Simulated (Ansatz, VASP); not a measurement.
## Two plane-wave programs on HfO2

```
Hf O
1.0
     0.00000    2.55750    2.68538
     2.55750    0.00000    2.68538
     2.55750    2.55750    0.00000
Hf O
1 2
Direct
  0.00000 0.00000 0.00000
  0.25000 0.25000 0.25000
  0.75000 0.75000 0.75000
```

Change from the starting cell: strain +0.000 along x and y, +0.050 along z, atoms carried along.

Alike in both runs: task single point; functional PBEsol; k mesh 8 × 8 × 8; occupations gaussian, width 0.05 eV; no spin polarisation.

```csv
,VASP,Ansatz
version,VASP 6.6.1,Ansatz 0.2.0
potentials or method,"VASP PAW PBE potentials, release 64 (Hf_pv, O)","scalar-relativistic, plane waves, PAW"
plane-wave cutoff (eV),520,420
valence electrons in the cell,22,38
```

Ansatz gave:

* gap on the k mesh at the Fermi level (eV): 3.06
* least direct gap on the mesh (eV): 3.20
* pressure (GPa): -19.7
* largest component of the traceless stress (GPa): 13.70

What did VASP give for the same quantities?

gap on the k mesh at the Fermi level (eV): 3.05; least direct gap on the mesh (eV): 3.20; pressure (GPa): -22.7; largest component of the traceless stress (GPa): 13.90.

The two sets of potentials don't hold the same shells in valence.

Caveats: so large a pressure means that the cell lies far from this level's equilibrium, or that cutoff or potentials fall short (VASP); the potentials were made for another functional, which shifts forces and pressure (VASP); spin-orbit coupling is left out, which moves the levels of the heavy elements. A k mesh can miss the band edges.
